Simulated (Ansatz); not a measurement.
# Lower states of Ni: further starts and searches

Plain starts of Ni have been run. Do the further runs listed below go lower? Ni is taken in its experimental structure (space group Fm-3m, primitive cell doubled), 2 atoms in the cell. Source: COD entry 2102266; the sample's temperature and pressure aren't taken into account.

Computed with Ansatz 0.2.0 (DFT PBE, PAW, plane waves, scalar-relativistic, unless a step's input says otherwise).

### Step 1. The starting structure

Symmetry: Fm-3m, No. 225, cubic system. Conventional cell: a = 3.542 Å, b = 3.542 Å, c = 3.542 Å, α = 90.00°, β = 90.00°, γ = 90.00°. Ni (site symmetry m-3m) is surrounded by 12 Ni at 2.50 Å.

Coordinates:

```xyz
2
Lattice="0.0000 1.7711 1.7711 1.7711 0.0000 1.7711 3.5421 3.5421 0.0000" Properties=species:S:1:pos:R:3 pbc="T T T"
Ni    0.0000    0.0000    0.0000
Ni    1.7711    1.7711    0.0000
```

Labels such as Ni2 number the atoms in the order of the input file.

Known so far: 8 plain starts ended in 2 states. The lowest came from “parallel moments scaled by 0.1, plain SCF [Ni1 0.20, Ni2 0.20 μB]”: ferromagnetic, site moments Ni1 0.70, Ni2 0.70 μB, total 1.31 μB per cell, no gap on the k-mesh, free energy -11679.4918 eV.

Runs to come: parallel moments, default search for lower states; opposed moments +-, default search for lower states; the moments typed in its input, symmetry off, plain SCF; the moments typed in its input, standard search for lower states.

“Plain SCF” means no search for lower states. The default search lets the program follow hints of a lower state (another filling of open shells, a soft direction), where it sees any. The standard and full searches may also try other magnetic orders and fillings, and need not reach the lowest state. With a search on, the program may also reshape the start on open shells. 

Moments by site are taken inside atomic spheres; the rest lies between them.

### Step 2. Parallel moments, default search for lower states

The input, input.yaml:

```yaml
crystal:
  lattice:
    - [0.0, 1.77105, 1.77105]
    - [1.77105, 0.0, 1.77105]
    - [3.5421, 3.5421, 0.0]
  atoms:
    - { symbol: Ni, position: [0.0, 0.0, 0.0], spin: 2.0 }
    - { symbol: Ni, position: [0.0, 0.0, 0.5], spin: 2.0 }
magnetization:
  spin_polarized: true
hamiltonian:
  xc: pbe
  pseudopotentials: { kind: paw }
basis:
  ecutwfc: 420
kpoints:
  mp_grid: { grid: [12, 12, 6] }
scf:
  occupations: { method: fermi_dirac, width: 0.1 }
output:
  forces: true
  stress: true
```

Output (excerpt; [...] marks lines left out):

```text
[...]
Pseudopotentials: kind: paw
Pseudopotential: Ni, paw, valence charge 18, recommended cutoff 420 eV (normal), Ni.paw.azcp
Functional definition: PBE
[...]
Crystal: 2 atoms, lattice volume = 22.220 Å³
Basis set: ecut = 420 eV, 457 PW (Γ), exchange–correlation on 36×36×72 points (8 copies of the dense FFT grid, shifted against one another)
Bands: 24, of which v1, the nominal top of the filled ones, is band 18 counted from 1 (17 counted from 0)
Symmetry: 24 space group operations
Space group: Fm-3m (ITA 225), of the structure as read, at distance tolerance 2.8e-5 Å
Magnetic group: BNS 225.116 (UNI 1618), of the structure as read, at distance tolerance 2.8e-5 Å
k-points: 98 of 864
[...]
Starting moments: Σ|m| = 4 μB on 2 of 2 sites
[...]
SCF iter   1: F=—  HF=-11678.324159 eV  |F-HF|=—  |Δ(HF+E_count)|=         —  Δρ=1.68e-1 (↑1.68e-1 ↓9.38e-2)  dr2=1.01e0  dr2_m=3.41e0  M=1.807 μB ∫|m|=1.963 μB  β_m=0.30  ethr=2.82e-3  ⟨swp⟩=1.0  Hψ=23281  notcnv=0
[...]
SCF iter  10: F=-11679.491780 eV  HF=-11679.491780 eV  |F-HF|=4.84e-10  |Δ(HF+E_count)|=  3.37e-10  Δρ=1.08e-6 (↑1.08e-6 ↓1.08e-6)  dr2=5.15e-10  dr2_m=1.37e-12  M=1.314 μB ∫|m|=1.500 μB  ethr=1.12e-10  ⟨swp⟩=2.8  Hψ=15113  notcnv=0
[...]
SCF converged after 10 iterations
Magnetization: 1.3136 μB (18.6568 up, 17.3432 down)
Absolute magnetization: 1.5011 μB (∫|ρ↑−ρ↓|, with the PAW one-centre terms)
Spin contamination: 0.0150 ħ² per cell (⟨S²⟩ above its minimum at these occupations)
Per-site moments (μB) at R_I (Å): [(0.6965242146247096, 1.033165208476859), (0.6965242146247096, 1.033165208476859)]
Free energy (F): -11679.491780 eV
[...]
E sigma→0 (E₀):  -11679.437465 eV
Entropy (-TS):   -0.108630 eV (-54.315 meV/atom)
Fermi energy:    17.701140 eV
[... 24 lines left out: energy terms, forces, stress ...]
```

It took 3.8 s on 2 threads of an Arm CPU, shared host; peak memory 0.37 GiB.

The run ends in the same state as step 1 (ferromagnetic); it took 10 iterations.

### Step 3. Opposed moments +-, default search for lower states

Changes to input.yaml since step 2:

```diff
@@ -7,3 +7,3 @@
     - { symbol: Ni, position: [0.0, 0.0, 0.0], spin: 2.0 }
-    - { symbol: Ni, position: [0.0, 0.0, 0.5], spin: 2.0 }
+    - { symbol: Ni, position: [0.0, 0.0, 0.5], spin: -2.0 }
 magnetization:
```

Output (excerpt; [...] marks lines left out):

```text
[... 11 lines as in an earlier run ...]
Symmetry: 12 space group operations
Space group: R-3m (ITA 166), of the structure as read, at distance tolerance 2.8e-5 Å
Magnetic group: BNS 166.102 (UNI 1332), of the structure as read, at distance tolerance 2.8e-5 Å
[... 5 lines as in an earlier run ...]
Starting moments: Σ|m| = 4 μB on 2 of 2 sites
Starting magnetic order: antiferromagnet; a translation exchanges its spin sublattices: spin-degenerate at every k-point
[... 2 lines as in an earlier run ...]
spin-down is spin-up translated by (0, 0, 0.5): one eigenproblem is solved per k-point and the antiferromagnetic symmetry of the starting moments is kept exactly by this SCF (crystal.symmetry.spin_inversion_symmetry: false solves both channels; [...]
SCF iter   1: F=—  HF=-11678.355855 eV  |F-HF|=—  |Δ(HF+E_count)|=         —  Δρ=1.73e-1 (↑1.73e-1 ↓1.73e-1)  dr2=9.74e-1  dr2_m=5.73e0  M=0.000 μB ∫|m|=1.484 μB  β_m=0.30  ethr=2.71e-3  ⟨swp⟩=1.2  Hψ=11743  notcnv=0
[...]
the run went on to a lower state, not held to the crystal's whole symmetry: an SCF along what the orbitals of the run's state read of its open shells (or to have them read: on a GPU, or by another smearing), with the run's symmetry operations kept and the antiferromagnet's [...]
WARN: the starting moments were not kept: 1 of 2 ended reversed and 1 kept their direction, counting a site from 0.1 of the cell's largest site moment. The largest reversed, site 1 (counted from 0, in the order of the report's site_moments_mub), started with -2.0 μB and closes at +7.0e-1 [...]
SCF converged after 2 iterations
Magnetization: 1.3136 μB (18.6568 up, 17.3432 down)
Absolute magnetization: 1.5012 μB (∫|ρ↑−ρ↓|, with the PAW one-centre terms)
Spin contamination: 0.0150 ħ² per cell (⟨S²⟩ above its minimum at these occupations)
Per-site moments (μB) at R_I (Å): [(0.6965461495197721, 1.033165208476859), (0.6965460304734326, 1.033165208476859)]
Free energy (F): -11679.491780 eV
[...]
E sigma→0 (E₀):  -11679.437466 eV
Entropy (-TS):   -0.108628 eV (-54.314 meV/atom)
Fermi energy:    17.701208 eV
[... 29 lines left out: energy terms, forces, stress, bands ...]
```

Run time: 21 s. Hardware: 2 threads of an Arm CPU, shared host; peak memory 0.6 GiB.

This is the state of step 1 again (ferromagnetic), after 22 iterations.

### Step 4. The moments typed in its input, symmetry off, plain SCF

Changes to input.yaml since step 3:

```diff
@@ -6,4 +6,5 @@
   atoms:
-    - { symbol: Ni, position: [0.0, 0.0, 0.0], spin: 2.0 }
-    - { symbol: Ni, position: [0.0, 0.0, 0.5], spin: -2.0 }
+    - { symbol: Ni, position: [0.0, 0.0, 0.0], spin: 0.2 }
+    - { symbol: Ni, position: [0.0, 0.0, 0.5], spin: 0.2 }
+  symmetry: { detect: false, time_reversal: true }
 magnetization:
@@ -19,2 +20,3 @@
   occupations: { method: fermi_dirac, width: 0.1 }
+  lower_state_search: "off"
 output:
```

Output (excerpt; [...] marks lines left out):

```text
[... 10 lines as in an earlier run ...]
Bands: 23, of which v1, the nominal top of the filled ones, is band 18 counted from 1 (17 counted from 0)
Symmetry: 1 space group operations
k-points: 436 of 864 (time reversal used)
[... 4 lines as in an earlier run ...]
Starting moments: Σ|m| = 0.4 μB on 2 of 2 sites
[... 2 lines as in an earlier run ...]
[...]
SCF iter   1: F=—  HF=-11679.444395 eV  |F-HF|=—  |Δ(HF+E_count)|=         —  Δρ=3.25e-2 (↑3.25e-2 ↓1.22e-2)  dr2=1.66e-1  dr2_m=3.61e-2  M=0.492 μB ∫|m|=0.509 μB  β_m=1.00  ethr=4.61e-4  ⟨swp⟩=1.0  Hψ=99454  notcnv=0
[...]
spin-set hold released at iteration 11 (site moments contracting): the magnetisation degrees of freedom join the quasi-Newton model from the next iteration; the mixer history was flushed
[...]
SCF iter  21: F=-11679.491780 eV  HF=-11679.491780 eV  |F-HF|=5.25e-9  |Δ(HF+E_count)|=  2.87e-10  Δρ=3.98e-6 (↑1.98e-6 ↓3.98e-6)  dr2=5.52e-9  dr2_m=3.20e-10  M=1.314 μB ∫|m|=1.500 μB  ethr=2.78e-10  ⟨swp⟩=2.9  Hψ=62653  notcnv=0
[...]
SCF converged after 21 iterations
Magnetization: 1.3136 μB (18.6568 up, 17.3432 down)
Absolute magnetization: 1.5011 μB (∫|ρ↑−ρ↓|, with the PAW one-centre terms)
Spin contamination: 0.0150 ħ² per cell (⟨S²⟩ above its minimum at these occupations)
Per-site moments (μB) at R_I (Å): [(0.6965367901112172, 1.033165208476859), (0.6965174650637829, 1.033165208476859)]
Free energy (F): -11679.491780 eV
[...]
E sigma→0 (E₀):  -11679.437465 eV
Entropy (-TS):   -0.108630 eV (-54.315 meV/atom)
Fermi energy:    17.701150 eV
[... 24 lines left out: energy terms, forces, stress ...]
```

Wall time 46 s (2 threads of an Arm CPU, shared host); peak memory 0.63 GiB.

The run ends in the same state as step 1 (ferromagnetic); it took 21 iterations.

### Step 5. The moments typed in its input, standard search for lower states

Changes to input.yaml since step 4:

```diff
@@ -8,3 +8,2 @@
     - { symbol: Ni, position: [0.0, 0.0, 0.5], spin: 0.2 }
-  symmetry: { detect: false, time_reversal: true }
 magnetization:
@@ -20,3 +19,3 @@
   occupations: { method: fermi_dirac, width: 0.1 }
-  lower_state_search: "off"
+  lower_state_search: standard
 output:
```

Output (excerpt; [...] marks lines left out):

```text
the run goes by scf.lower_state_search standard: where its kind and settings allow, a search for a lower-energy state can add stability tests and further SCF calculations, which can take several times, in some runs tens of times, as long as the SCF (see the manual's entry of the key); [...]
[... 19 lines as in an earlier run ...]
Starting moments: Σ|m| = 0.4 μB on 2 of 2 sites
[... 2 lines as in an earlier run ...]
[...]
SCF iter   1: F=—  HF=-11678.094501 eV  |F-HF|=—  |Δ(HF+E_count)|=         —  Δρ=1.43e-1 (↑6.78e-2 ↓1.43e-1)  dr2=8.99e-1  dr2_m=2.21e0  M=1.588 μB ∫|m|=1.666 μB  β_m=0.30  ethr=2.50e-3  ⟨swp⟩=1.0  Hψ=22405  notcnv=0
[...]
SCF iter  10: F=-11679.491780 eV  HF=-11679.491780 eV  |F-HF|=1.87e-10  |Δ(HF+E_count)|=   1.36e-9  Δρ=7.33e-7 (↑5.13e-7 ↓7.33e-7)  dr2=1.82e-10  dr2_m=5.17e-12  M=1.314 μB ∫|m|=1.500 μB  ethr=5.76e-12  ⟨swp⟩=1.9  Hψ=13541  notcnv=0
[...]
SCF converged after 10 iterations
Magnetization: 1.3136 μB (18.6568 up, 17.3432 down)
Absolute magnetization: 1.5011 μB (∫|ρ↑−ρ↓|, with the PAW one-centre terms)
Spin contamination: 0.0150 ħ² per cell (⟨S²⟩ above its minimum at these occupations)
Per-site moments (μB) at R_I (Å): [(0.6965252042121104, 1.033165208476859), (0.6965252042121104, 1.033165208476859)]
Free energy (F): -11679.491780 eV
[...]
E sigma→0 (E₀):  -11679.437465 eV
Entropy (-TS):   -0.108630 eV (-54.315 meV/atom)
Fermi energy:    17.701146 eV
[... 24 lines left out: energy terms, forces, stress ...]
```

Run time: 3.7 s. Hardware: 2 threads of an Arm CPU, shared host; peak memory 0.37 GiB.

The run ends in the same state as step 1 (ferromagnetic); it took 10 iterations.

### Step 6. Comparing the starts

| step | iterations | state | moments of Ni1 Ni2 (μB) | total (μB) | gap (eV) | pressure (GPa) | above lowest (meV/atom) |
| --- | --- | --- | --- | --- | --- | --- | --- |
| 1 | 18 | 1 | 0.70 0.70 | 1.31 | none | -3.3 | 0.0 |
| 2 | 10 | 1 | 0.70 0.70 | 1.31 | none | -3.3 | 0.0 |
| 3 | 22 | 1 | 0.70 0.70 | 1.31 | none | -3.3 | 0.0 |
| 4 | 21 | 1 | 0.70 0.70 | 1.31 | none | -3.3 | 0.0 |
| 5 | 10 | 1 | 0.70 0.70 | 1.31 | none | -3.3 | 0.0 |

States are numbered from the lowest. Starts by step: 2 parallel moments, default search for lower states; 3 opposed moments +-, default search for lower states; 4 the moments typed in its input, symmetry off, plain SCF; 5 the moments typed in its input, standard search for lower states. Step 1 is the best of the earlier plain starts.

The 4 runs of this session took 75 s in all, from 3.7 s to 46 s each.

Decimal logarithm of the largest residual (eV) by iteration, counted through all cycles of a run:

| iteration | step 2 | step 3 | step 4 | step 5 |
| --- | --- | --- | --- | --- |
| 1 | 0.5 | 0.8 | -0.8 | 0.3 |
| 2 | 0.3 | 0.6 | -1.5 | 0.0 |
| 3 | 0.1 | 0.4 | -1.9 | -0.5 |
| 4 | -1.2 | -0.9 | -2.0 | -1.3 |
| 5 | -2.7 | -1.0 | -2.0 | -1.7 |
| 7 | -5.6 | -2.1 | -2.2 | -5.7 |
| 9 | -7.4 | -3.6 | -2.4 | -8.7 |
| 11 | - | -6.1 | -2.6 | - |
| 12 | - | -8.3 | -2.3 | - |
| 14 | - | -10.2 | 0.2 | - |
| 16 | - | -2.1 | -4.1 | - |
| 18 | - | -4.8 | -4.6 | - |
| 20 | - | -7.7 | -6.7 | - |
| 22 | - | -8.4 | - | - |

### Step 7. Summary of results

| quantity | value |
| --- | --- |
| distinct states | 1 from 5 converged runs, the best start of step 1 counted |
| lowest state | ferromagnetic |
| its moments | Ni1 0.70, Ni2 0.70 μB |
| total moment | 1.31 μB per cell |
| gap on the k-mesh | none |
| pressure | -3.3 GPa |
| largest force | 0.000 eV/Å |

**Reading.** No run goes below the best plain start. Distinct end states: 1, from 5 converged runs. These are lowest states among those tried, not proven ground states.
